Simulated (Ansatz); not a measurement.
**Ruthenium, fcc under r²SCAN: structure, energy and stiffness, part 1 of 2**

Aim: take ruthenium in the fcc structure, relax it, solve it on a dense k-mesh, switch on spin-orbit coupling, then scale the cell to 7 volumes from 88 to 112 % of the relaxed one and try a fit of the equation of state. The k-meshes are 14×14×14 for the relaxation; 23×23×23 for the dense run; 14×14×14 for spin-orbit coupling; 16×16×16 for the volumes.

This is Ru in the fcc structure; at room conditions it is hcp.

Method: DFT r2SCAN, plane waves (500 eV) with PAW, scalar-relativistic; PAW files made under PBE, frozen cores solved again for the functional, in Ansatz 0.2.0.

## 1. The structure to begin with

It takes space group Fm-3m (No. 225, cubic). The conventional cell has a = 3.785 Å, b = 3.785 Å, c = 3.785 Å, α = 90.00°, β = 90.00°, γ = 90.00°. Ru (site symmetry m-3m) has 12 Ru at 2.68 Å as nearest neighbours.

As a file:

```cif
data_structure
_symmetry_space_group_name_H-M 'Fm-3m'
_symmetry_Int_Tables_number 225
_cell_length_a 3.7849
_cell_length_b 3.7849
_cell_length_c 3.7849
_cell_angle_alpha 90.000
_cell_angle_beta 90.000
_cell_angle_gamma 90.000
_cell_volume 54.22
loop_
_atom_site_label
_atom_site_type_symbol
_atom_site_symmetry_multiplicity
_atom_site_Wyckoff_symbol
_atom_site_fract_x
_atom_site_fract_y
_atom_site_fract_z
_atom_site_occupancy
Ru1 Ru 4 a 0.00000 0.00000 0.00000 1
```

## 2. Relaxing cell and atoms

input.yaml

```yaml
crystal:
  lattice:
    - [0.0, 1.8924348942, 1.8924348942]
    - [1.8924348942, 0.0, 1.8924348942]
    - [1.8924348942, 1.8924348942, 0.0]
  atoms:
    - { symbol: Ru, position: [0.0, 0.0, 0.0] }
hamiltonian:
  xc: r2scan
  pseudopotentials:
    kind: paw
    azcp:
      Ru: "pseudopotentials/Ru.paw.azcp"
basis:
  ecutwfc: 500
  fft_grid_basis: typed
kpoints:
  mp_grid: { grid: [14, 14, 14], shift: [0, 0, 0] }
magnetization:
  spin_polarized: false
scf:
  occupations: { method: fermi_dirac, width: 0.1 }
relax:
  max_steps: 60
  f_tol: 0.01
  cell: {}
```

On the command line:

```sh
> ansatz run input.yaml --threads 1 --pin off --max-ram 3584MiB --backend cpu --events-out ev --progress --plain --runs-dir out
```

The program printed:

```text
Engine: ansatz 0.2.0, x86_64-unknown-linux-gnu
Pseudopotentials: kind: paw
Pseudopotential: Ru, paw, valence charge 16, recommended cutoff 500 eV (meta_gga), <dir>
Functional definition: r2SCAN
  parameter k0 = 0.174
  parameter k1 = 0.065
  parameter a1 = 4.9479
  exchange = r2scan_x(k0 = k0, k1 = k1, a1 = a1)
  correlation = r2scan_c
Crystal: 1 atoms, lattice volume = 13.555 Å³
Basis set: ecut = 500 eV, 331 PW (Γ), exchange–correlation on 80×80×80 points (64 copies of the dense FFT grid, shifted against one another)
Bands: 12, of which v1, the nominal top of the filled ones, is band 8 counted from 1 (7 counted from 0)
Symmetry: 48 space group operations
Space group: Fm-3m (ITA 225), of the structure as read, at distance tolerance 2.4e-5 Å
k-points: 104 of 2744
Non-local potential: Ru, projectors of the file, l = 0: 3, l = 1: 2, l = 2: 2, l = 3: 1
PAW form: soft (Blöchl's): semilocal exchange-correlation on the pseudo side does not see the compensation charge
PAW frozen core: Ru, regenerated for the run's functional (the file was generated under x = pbe(κ = 0.804, μ = 0.2195149727645171), c = pbe(β = 0.06672455060314922))
PAW one-centre angular grid: Ru, 590 points (default); XC on 160 Gauss nodes
Initial density: superposition of atomic densities (neutral atoms: chi_scale 0, normalization atom), corrected by the library's trained network
Initial wavefunctions: pseudopotential atomic-orbital guess
Functional: x = r2scan, c = r2scan; τ floored in thin density (d = 2e-4 eV/Å³)
SCF iter   1: F=—  HF=-5890.586529 eV  |F-HF|=—  |Δ(HF+E_count)|=         —  Δρ=1.10e-2  dr2=4.20e-3  dr2_τ=6.61e-3  ethr=1.77e-3  ⟨swp⟩=5.2  Hψ=7297  notcnv=0
preconditioner: auto → none  [metal: Δε(μ)=0.031 eV  Ē_g=12.157 eV  σ=0.100 eV  W_gap=0.08  n_scr=0 (ndim 8)  ℏωp=28.5 eV  f_vac=0.000  D(μ)=1.25/eV (n_scr^D=14)]
SCF iter   2: F=—  HF=-5890.594108 eV  |F-HF|=—  |Δ(HF+E_count)|=   7.58e-3  Δρ=5.07e-3  dr2=9.88e-4  dr2_τ=9.54e-5  ethr=2.62e-5  ⟨swp⟩=2.0  Hψ=3306  notcnv=0
SCF iter   3: F=—  HF=-5890.594399 eV  |F-HF|=—  |Δ(HF+E_count)|=   2.91e-4  Δρ=1.52e-3  dr2=1.22e-4  dr2_τ=3.58e-5  ethr=6.18e-6  ⟨swp⟩=2.6  Hψ=1676  notcnv=0
SCF iter   4: F=—  HF=-5890.594402 eV  |F-HF|=—  |Δ(HF+E_count)|=   2.80e-6  Δρ=1.65e-4  dr2=1.48e-6  dr2_τ=3.93e-7  ethr=7.61e-7  ⟨swp⟩=2.8  Hψ=2069  notcnv=0
SCF iter   5: F=—  HF=-5890.594404 eV  |F-HF|=—  |Δ(HF+E_count)|=   2.08e-6  Δρ=1.04e-4  dr2=5.02e-7  dr2_τ=5.41e-8  ethr=9.28e-9  ⟨swp⟩=2.2  Hψ=1632  notcnv=0
SCF iter   6: F=-5890.594405 eV  HF=-5890.594405 eV  |F-HF|=2.56e-9  |Δ(HF+E_count)|=   1.40e-6  Δρ=5.78e-6  dr2=2.06e-9  dr2_τ=2.38e-9  ethr=6.25e-10  ⟨swp⟩=3.0  Hψ=5348  notcnv=0
SCF 1 converged in 6 iterations: F = -5890.594405 eV  dr2 = 2.06e-9
relax step   1: F+E_penalty+E_count = -5890.59440504 eV  Δ(F+E_penalty+E_count) = +0.000e0 eV  max|allowed force component| = 0.000e0 eV/Å  Δτ_max = 0.0000 Å  P = +0.409 GPa  Ω = 13.555 Å³  (6 SCF iters, dr2 threshold 1.00e-7 eV, accepted)
Crystal: 1 atoms, lattice volume = 13.589 Å³
Initial density: handed on by an earlier stage of this run
Initial wavefunctions: those handed on with the density
iter 1 solved again at ethr=6.52e-8 eV; its pass at ethr=3.10e-3 eV (dr2=1.04e-5 eV) is discarded
SCF iter   1: F=—  HF=-5890.594196 eV  |F-HF|=—  |Δ(HF+E_count)|=         —  Δρ=2.95e-4  dr2=1.14e-5  dr2_τ=1.57e-4  ethr=6.52e-8  ⟨swp⟩=2.0  Hψ=8453  notcnv=0
preconditioner: auto → none  [metal: Δε(μ)=0.033 eV  Ē_g=12.120 eV  σ=0.100 eV  W_gap=0.08  n_scr=0 (ndim 8)  ℏωp=28.5 eV  f_vac=0.000  D(μ)=1.26/eV (n_scr^D=14)]
SCF iter   2: F=—  HF=-5890.594383 eV  |F-HF|=—  |Δ(HF+E_count)|=   1.87e-4  Δρ=2.14e-4  dr2=4.79e-6  dr2_τ=9.59e-7  ethr=6.52e-8  ⟨swp⟩=2.0  Hψ=2086  notcnv=0
SCF iter   3: F=—  HF=-5890.594382 eV  |F-HF|=—  |Δ(HF+E_count)|=   1.35e-6  Δρ=8.15e-5  dr2=4.93e-7  dr2_τ=7.61e-8  ethr=2.99e-8  ⟨swp⟩=2.6  Hψ=1823  notcnv=0
SCF iter   4: F=—  HF=-5890.594382 eV  |F-HF|=—  |Δ(HF+E_count)|=   1.63e-7  Δρ=4.16e-5  dr2=2.32e-7  dr2_τ=1.31e-8  ethr=3.08e-9  ⟨swp⟩=2.0  Hψ=1991  notcnv=0
SCF iter   5: F=-5890.594382 eV  HF=-5890.594382 eV  |F-HF|=3.62e-8  |Δ(HF+E_count)|=   5.08e-8  Δρ=2.01e-5  dr2=5.36e-8  dr2_τ=1.60e-9  ethr=6.25e-10  ⟨swp⟩=2.7  Hψ=4260  notcnv=0
SCF 2 converged in 5 iterations: F = -5890.594382 eV  dr2 = 5.36e-8
relax step   2: F+E_penalty+E_count = -5890.59438176 eV  Δ(F+E_penalty+E_count) = +2.328e-5 eV  max|allowed force component| = 0.000e0 eV/Å  Δτ_max = 0.0000 Å  P = -0.424 GPa  Ω = 13.589 Å³  energy of the carried Pulay correction = -2.146e-5 eV  (5 SCF iters, dr2 threshold 1.00e-7 eV, rejected (line search))
Crystal: 1 atoms, lattice volume = 13.572 Å³
iter 1 solved again at ethr=1.26e-8 eV; its pass at ethr=3.10e-3 eV (dr2=2.01e-6 eV) is discarded
SCF iter   1: F=—  HF=-5890.594367 eV  |F-HF|=—  |Δ(HF+E_count)|=         —  Δρ=1.31e-4  dr2=2.21e-6  dr2_τ=4.11e-5  ethr=1.26e-8  ⟨swp⟩=2.0  Hψ=8453  notcnv=0
preconditioner: auto → none  [metal: Δε(μ)=0.033 eV  Ē_g=12.139 eV  σ=0.100 eV  W_gap=0.08  n_scr=0 (ndim 8)  ℏωp=28.5 eV  f_vac=0.000  D(μ)=1.26/eV (n_scr^D=14)]
SCF iter   2: F=—  HF=-5890.594416 eV  |F-HF|=—  |Δ(HF+E_count)|=   4.89e-5  Δρ=1.04e-4  dr2=1.13e-6  dr2_τ=2.05e-7  ethr=1.26e-8  ⟨swp⟩=2.0  Hψ=2096  notcnv=0
SCF iter   3: F=—  HF=-5890.594416 eV  |F-HF|=—  |Δ(HF+E_count)|=   3.09e-7  Δρ=4.22e-5  dr2=1.36e-7  dr2_τ=2.05e-8  ethr=7.04e-9  ⟨swp⟩=2.6  Hψ=1842  notcnv=0
SCF iter   4: F=—  HF=-5890.594416 eV  |F-HF|=—  |Δ(HF+E_count)|=   4.33e-8  Δρ=2.20e-5  dr2=6.49e-8  dr2_τ=3.66e-9  ethr=8.52e-10  ⟨swp⟩=2.0  Hψ=1991  notcnv=0
SCF iter   5: F=—  HF=-5890.594416 eV  |F-HF|=—  |Δ(HF+E_count)|=   1.38e-8  Δρ=1.10e-5  dr2=1.60e-8  dr2_τ=4.81e-10  ethr=4.05e-10  ⟨swp⟩=1.9  Hψ=1558  notcnv=0
SCF iter   6: F=—  HF=-5890.594416 eV  |F-HF|=—  |Δ(HF+E_count)|=   3.65e-9  Δρ=4.67e-6  dr2=2.83e-9  dr2_τ=1.17e-10  ethr=1.00e-10  ⟨swp⟩=2.0  Hψ=1641  notcnv=0
SCF iter   7: F=—  HF=-5890.594416 eV  |F-HF|=—  |Δ(HF+E_count)|=  6.11e-10  Δρ=2.34e-6  dr2=7.02e-10  dr2_τ=3.66e-11  ethr=1.77e-11  ⟨swp⟩=1.3  Hψ=1374  notcnv=0
SCF iter   8: F=—  HF=-5890.594416 eV  |F-HF|=—  |Δ(HF+E_count)|=  1.87e-10  Δρ=6.88e-7  dr2=6.05e-11  dr2_τ=3.25e-12  ethr=4.39e-12  ⟨swp⟩=2.4  Hψ=1854  notcnv=0
SCF iter   9: F=-5890.594416 eV  HF=-5890.594416 eV  |F-HF|=3.64e-12  |Δ(HF+E_count)|=  1.27e-11  Δρ=1.24e-7  dr2=1.95e-12  dr2_τ=1.09e-13  ethr=1.00e-12  ⟨swp⟩=4.1  Hψ=5339  notcnv=0
SCF 3 converged in 9 iterations: F = -5890.594416 eV  dr2 = 1.95e-12
relax step   3: F+E_penalty+E_count = -5890.59441580 eV  Δ(F+E_penalty+E_count) = -1.076e-5 eV  max|allowed force component| = 0.000e0 eV/Å  Δτ_max = 0.0000 Å  P = -0.001 GPa  Ω = 13.572 Å³  energy of the carried Pulay correction = -1.053e-5 eV  (9 SCF iters, accepted)
Initial wavefunctions: pseudopotential atomic-orbital guess (no wavefunctions were taken with the density)
iter 1 solved again at ethr=7.70e-8 eV; its pass at ethr=3.10e-3 eV (dr2=1.23e-5 eV) is discarded
SCF iter   1: F=—  HF=-5890.594425 eV  |F-HF|=—  |Δ(HF+E_count)|=         —  Δρ=3.54e-6  dr2=2.33e-10  dr2_τ=2.51e-9  ethr=7.70e-8  ⟨swp⟩=3.0  Hψ=10925  notcnv=0
eigensolver tolerance schedule: the retry pair's looser diagonalisation over-reported the residual by 52967.51 of it (diagonalisation noise at an unbounded share of the residual, at the tolerance the schedule requests for it); recorded, not acted on — ethr = c·dr2/N_el stays at c = 1.0e-1
preconditioner: auto → none  [metal: Δε(μ)=0.033 eV  Ē_g=12.137 eV  σ=0.100 eV  W_gap=0.08  n_scr=0 (ndim 8)  ℏωp=28.5 eV  f_vac=0.000  D(μ)=1.26/eV (n_scr^D=14)]
SCF iter   2: F=—  HF=-5890.594425 eV  |F-HF|=—  |Δ(HF+E_count)|=   3.27e-7  Δρ=1.85e-6  dr2=6.11e-11  dr2_τ=5.78e-11  ethr=1.45e-12  ⟨swp⟩=3.0  Hψ=2683  notcnv=0
SCF iter   3: F=—  HF=-5890.594425 eV  |F-HF|=—  |Δ(HF+E_count)|=  8.82e-11  Δρ=4.25e-7  dr2=1.43e-11  dr2_τ=2.98e-12  ethr=1.00e-12  ⟨swp⟩=2.1  Hψ=1660  notcnv=0
SCF iter   4: F=-5890.594425 eV  HF=-5890.594425 eV  |F-HF|=9.09e-13  |Δ(HF+E_count)|=  3.64e-12  Δρ=5.15e-8  dr2=1.71e-13  dr2_τ=4.23e-14  ethr=1.00e-12  ⟨swp⟩=5.0  Hψ=4645  notcnv=0
SCF 4 converged in 4 iterations: F = -5890.594425 eV  dr2 = 1.71e-13
relax step   4: F+E_penalty+E_count = -5890.59442514 eV  Δ(F+E_penalty+E_count) = -9.340e-6 eV  max|allowed force component| = 0.000e0 eV/Å  Δτ_max = 0.0000 Å  P = -0.000 GPa  Ω = 13.572 Å³  stress off target by 2.41e-5 GPa  SCF on the basis re-selected at this cell (its energy is not comparable with the rows above)  (4 SCF iters)
basis re-selected at this cell: Δ(F+E_penalty+E_count) = -9.340e-6 eV, ΔP = +0.001 GPa vs the last step (what re-selecting the basis moved, of the pressure what is left beyond the Pulay correction that the steps carried, after the strain that the cell walked since its last selection, with what the two solves' SCF thresholds leave and, on support functions, any second-order correction that the steps lacked; it is no measure of the basis error at this ecutwfc). This SCF's stress stands 2.41e-5 GPa from its target on what of the cell is left free (relax.cell.stress_tol is 5.00e-2 GPa) and its largest allowed force component is 0.00e0 eV/Å (relax.f_tol is 1.00e-2 eV/Å): within both
SCF converged after 4 iterations
Free energy (F): -5890.594425 eV
Harris-Foulkes:  -5890.594425 eV  (|F-HF|=9.09e-13)
Internal energy: -5890.554416 eV  (E = F + TS)
E sigma→0 (E₀):  -5890.574420 eV
Entropy (-TS):   -0.040010 eV (-40.010 meV/atom)
Fermi energy:    23.281827 eV
--- Per-component energies (eV) ---
  E_band       = -68.442834
  E_kinetic    = 514.288309
  E_local      = -1255.998776  (includes V_loc(G=0)·N_el)
  E_nonlocal   = 343.052802
  E_hartree    = 403.397800
  E_xc         = -184.217969
  E_vxc        = -266.895744  (∫ρ·V_xc dr)
  E_paw        = -3478.949753  (= ΣΔE_a)
  E_vpaw       = -228.476356  (= ΣTr[D̂ρ^β])
  E_aug_tail   = 0.000106  (compensation charges beyond the density's cutoff)
  E_vtau       = 18.791213  (kinetic-family band-sum trace: ∫τ·v_τ [+ j·A + Jᵃ·Aᵃ] dr)
  E_ewald      = -2231.815980
  E_core_change = -0.310956  (= ΣΔE_core)
  E_smearing   = -0.040010  (= −TS)
  E_closure    = -0.000000  (closes the sum)
  Σ components = -5890.594425   (vs F -5890.594425, Δ=0.00e0)
--- Forces (eV/Å), atoms counted from 1 ---
  atom   1  Ru    -0.00000000    -0.00000000     0.00000000
  max |Σ_I F_I| component: 6.16e-32 eV/Å
--- Stress (GPa, compression-positive) ---
       -0.000024      -0.000000      -0.000000
       -0.000000      -0.000024      -0.000000
       -0.000000      -0.000000      -0.000024
  P = ⅓ Tr σ = -0.0000 GPa (-0.000 kbar)
--- Relaxed structure (3 steps of the walk, 2 accepted, 1 SCFs on fresh bases) ---
  F+E_penalty+E_count = -5890.59442514 eV   max|allowed force component| = 0.000e0 eV/Å   (the final SCF, on the basis selected at the relaxed cell)
  cell:  # Å, volume = 13.5715 Å³
    - [-5.604909236185149e-34, 1.8932138216160257, 1.8932138216160257]
    - [1.8932138216160257, 2.038148813158236e-34, 1.8932138216160257]
    - [1.8932138216160257, 1.8932138216160257, -5.095372032895593e-35]
  atoms:
    - { symbol: Ru, position: [0.0, 0.0, 0.0] }
```

Wall time 13 s (1 thread of Intel Xeon Platinum 8259CL at 2.50GHz (Skylake/Cascade Lake), shared host); peak memory 0.51 GiB.

The walk, from the log:

```tsv
step	energy change (meV/atom)	largest force (eV/Å)	pressure (GPa)	volume (Å³/atom)	accepted
1	0.00	0.0000	0.41	13.555	yes
2	0.02	0.0000	-0.42	13.589	no
3	-0.01	0.0000	0.00	13.572	yes
4	-0.02	0.0000	0.00	13.572	yes
```

Steps that repeat a cell are solved on a basis chosen anew, so their changes of energy are no gain of the relaxation.

Changes in the cell that was computed:

|  | before | after | change |
| --- | --- | --- | --- |
| a (Å) | 2.676 | 2.677 | +0.0 % |
| b (Å) | 2.676 | 2.677 | +0.0 % |
| c (Å) | 2.676 | 2.677 | +0.0 % |
| volume (Å³/atom) | 13.555 | 13.572 | +0.1 % |
| shortest distance (Å) | 2.676 | 2.677 | +0.0 % |
| space group (spins left aside) | Fm-3m | Fm-3m | same |

## 3. Single point on a dense mesh

input.yaml

```yaml
crystal:
  lattice:
    - [0.0, 1.8932138216, 1.8932138216]
    - [1.8932138216, 0.0, 1.8932138216]
    - [1.8932138216, 1.8932138216, 0.0]
  atoms:
    - { symbol: Ru, position: [0.0, 0.0, 0.0] }
hamiltonian:
  xc: r2scan
  pseudopotentials:
    kind: paw
    azcp:
      Ru: "pseudopotentials/Ru.paw.azcp"
basis:
  ecutwfc: 500
  fft_grid_basis: typed
kpoints:
  mp_grid: { grid: [23, 23, 23], shift: [0, 0, 0] }
magnetization:
  spin_polarized: false
scf:
  occupations: { method: fermi_dirac, width: 0.1 }
```

On the command line:

```sh
> ansatz run input.yaml --threads 1 --pin off --max-ram 3584MiB --backend cpu --events-out ev --progress --plain --runs-dir out
```

The program printed, cut to the lines that bear on the results:

```text
[...]
Pseudopotentials: kind: paw
Pseudopotential: Ru, paw, valence charge 16, recommended cutoff 500 eV (meta_gga), <dir>
Functional definition: r2SCAN
[...]
Crystal: 1 atoms, lattice volume = 13.572 Å³
Basis set: ecut = 500 eV, 331 PW (Γ), exchange–correlation on 80×80×80 points (64 copies of the dense FFT grid, shifted against one another)
Bands: 12, of which v1, the nominal top of the filled ones, is band 8 counted from 1 (7 counted from 0)
Symmetry: 48 space group operations
Space group: Fm-3m (ITA 225), of the structure as read, at distance tolerance 2.4e-5 Å
k-points: 364 of 12167
[...]
SCF iter   1: F=—  HF=-5890.590818 eV  |F-HF|=—  |Δ(HF+E_count)|=         —  Δρ=1.01e-2  dr2=3.79e-3  dr2_τ=6.80e-3  ethr=1.77e-3  ⟨swp⟩=5.2  Hψ=25574  notcnv=0
[...]
SCF iter   6: F=-5890.598579 eV  HF=-5890.598579 eV  |F-HF|=9.24e-10  |Δ(HF+E_count)|=   1.24e-6  Δρ=4.48e-6  dr2=1.29e-9  dr2_τ=1.95e-9  ethr=6.25e-10  ⟨swp⟩=1.9  Hψ=13173  notcnv=0
[...]
SCF converged after 6 iterations
Free energy (F): -5890.598579 eV
[...]
E sigma→0 (E₀):  -5890.581545 eV
Entropy (-TS):   -0.034068 eV (-34.068 meV/atom)
Fermi energy:    23.316524 eV
[...]
```

It took 8.8 s on 1 thread of Intel Xeon Platinum 8259CL at 2.50GHz (Skylake/Cascade Lake), shared host; peak memory 0.55 GiB.

## 4. With spin-orbit coupling

input.yaml: that of step 3 with these lines changed.

```diff
@@ -10,3 +10,3 @@
   pseudopotentials:
-    kind: paw
+    kind: paw_fr
     azcp:
@@ -17,6 +17,12 @@
 kpoints:
-  mp_grid: { grid: [23, 23, 23], shift: [0, 0, 0] }
+  mp_grid: { grid: [14, 14, 14], shift: [0, 0, 0] }
 magnetization:
-  spin_polarized: false
+  noncollinear: true
+  spin_orbit: true
 scf:
   occupations: { method: fermi_dirac, width: 0.1 }
+output:
+  write_density: true
+  write_potential: true
+  elf: true
+  volumetric_format: npy
```

On the command line:

```sh
> ansatz run input.yaml --threads 1 --pin off --max-ram 3584MiB --backend cpu --events-out ev --progress --plain --runs-dir out
```

The program printed, cut to the lines that bear on the results:

```text
[...]
Pseudopotentials: kind: paw_fr
Pseudopotential: Ru, paw_fr, valence charge 16, recommended cutoff 500 eV (meta_gga), <dir>
Functional definition: r2SCAN
[...]
non-collinear run that drives no moment, with spin-orbit: no starting moment large enough to seed its density (crystal.atoms[].spin), no starting occupations that ask for one, no magnetisation constraint and no magnetic field, so the semilocal B_xc is pinned to zero
Crystal: 1 atoms, lattice volume = 13.572 Å³
Basis set: ecut = 500 eV, 331 PW (Γ), exchange–correlation on 80×80×80 points (64 copies of the dense FFT grid, shifted against one another)
Bands: 24, of which v1, the nominal top of the filled ones, is band 16 counted from 1 (15 counted from 0)
Symmetry: 48 space group operations + 48 with time reversal
Magnetic group: BNS 225.117 (UNI 1619), of the structure as read, at distance tolerance 2.4e-5 Å
[...]
SCF iter   1: F=—  HF=-5884.576046 eV  |F-HF|=—  |Δ(HF+E_count)|=         —  Δρ=1.14e-1  dr2=1.72e0  dr2_τ=1.41e-2  dr2_m=0.00e0 (ungated)  ethr=3.10e-3  |M|=0.00e0 ∫|m|=0.00e0 μB  |m|>n=0.0e0 m-floor=0.0e0 τ_xc=0.0e0  β_m=0.30  ⟨swp⟩=6.4  Hψ=6381  notcnv=0  defer=22
[...]
SCF iter   8: F=-5884.115425 eV  HF=-5884.115425 eV  |F-HF|=1.73e-10  |Δ(HF+E_count)|=   1.25e-8  Δρ=2.33e-6  dr2=6.10e-10  dr2_τ=1.13e-11  dr2_m=0.00e0 (ungated)  ethr=6.12e-11  |M|=0.00e0 ∫|m|=0.00e0 μB  |m|>n=0.0e0 m-floor=0.0e0 τ_xc=0.0e0  ⟨swp⟩=1.0  Hψ=3318  notcnv=0
[...]
SCF converged after 8 iterations
Magnetization: |M| = 0.0000 μB,  M = (+0.0000, +0.0000, +0.0000) μB
Absolute magnetization: 0.0000 μB (∫|m|)
  site 0: m = (+0.0000, +0.0000, +0.0000) μB, |m| = 0.0000 μB  (R = 1.10 Å)
Free energy (F): -5884.115425 eV
[...]
E sigma→0 (E₀):  -5884.095453 eV
Entropy (-TS):   -0.039944 eV (-39.944 meV/atom)
Fermi energy:    23.291914 eV
[...]
--- Band table (eV; the first three rows and the last of 104) ---
[... band rows left out ...]
[...]
```

Wall time 16 s (1 thread of Intel Xeon Platinum 8259CL at 2.50GHz (Skylake/Cascade Lake), shared host); peak memory 0.52 GiB.

Side by side:

```tsv
	scalar-relativistic	with spin-orbit coupling
k-mesh	23×23×23	14×14×14
gap on the mesh	none (levels filled in part)	none (levels filled in part)
```

The meshes differ, so small differences between the columns need not come from spin-orbit coupling.

Axes a, b and c in the maps are those of this run's conventional cell (a, b, c = 3.786, 3.786, 3.786 Å).

Density in a lattice plane of the grid's cell (edges 3.79 and 3.79 Å, at 0.000 of the third edge), which holds Ru.

Values in e/Å³, 12 rows by 12 columns:
```
 8.84  7.05  3.11  0.69  0.32  0.23  0.21  0.23  0.32  0.69  3.11  7.04
 4.34  3.11  1.28  0.48  0.34  0.32  0.32  0.32  0.34  0.48  1.28  3.11
 0.86  0.69  0.48  0.40  0.48  0.69  0.86  0.69  0.48  0.40  0.48  0.69
 0.32  0.32  0.34  0.48  1.28  3.11  4.34  3.11  1.28  0.48  0.34  0.32
 0.21  0.23  0.32  0.69  3.11  7.05  8.84  7.04  3.11  0.69  0.32  0.23
 0.19  0.21  0.32  0.86  4.34  8.84 10.04  8.84  4.34  0.86  0.32  0.21
 0.21  0.23  0.32  0.69  3.11  7.04  8.84  7.05  3.11  0.69  0.32  0.23
 0.32  0.32  0.34  0.48  1.28  3.11  4.34  3.11  1.28  0.48  0.34  0.32
 0.86  0.69  0.48  0.40  0.48  0.69  0.86  0.69  0.48  0.40  0.48  0.69
 4.34  3.11  1.28  0.48  0.34  0.32  0.32  0.32  0.34  0.48  1.28  3.11
 8.84  7.04  3.11  0.69  0.32  0.23  0.21  0.23  0.32  0.69  3.11  7.05
10.04  8.84  4.34  0.86  0.32  0.21  0.19  0.21  0.32  0.86  4.34  8.84
```
Columns run along the first of these edges and rows up along the second, over one cell in 12 and 12 even steps from the bottom left corner. Atoms in the plane (fractional): Ru at (0.00, 0.00), Ru at (0.50, 0.50).

ELF in the same plane.

Ten even steps from '0' (0.14) to '9' (0.68):
```
358986211111111111268985
899974211221112211247999
999752122211111222125789
765422222111111122222456
322112221122322112221122
111122222456765422222111
111222125799998752122211
112211247999899974211221
111111268985358986211111
111111369962026996311111
111111268985358986211111
112211247999899974211221
111222125789999752122211
111122222456765422222111
322112221122322112221122
765422222111111122222456
998752122211111222125799
899974211221112211247999
358986211111111111268985
026996311111111111369962
```
Columns run along the first of these edges and rows up along the second, over one cell in 24 and 20 even steps from the bottom left corner. Atoms in the plane (fractional): Ru at (0.00, 0.00), Ru at (0.50, 0.50).

Both are smooth fields of the valence electrons: close to the nuclei they are not physical.

(Continued in part 2 of 2.)
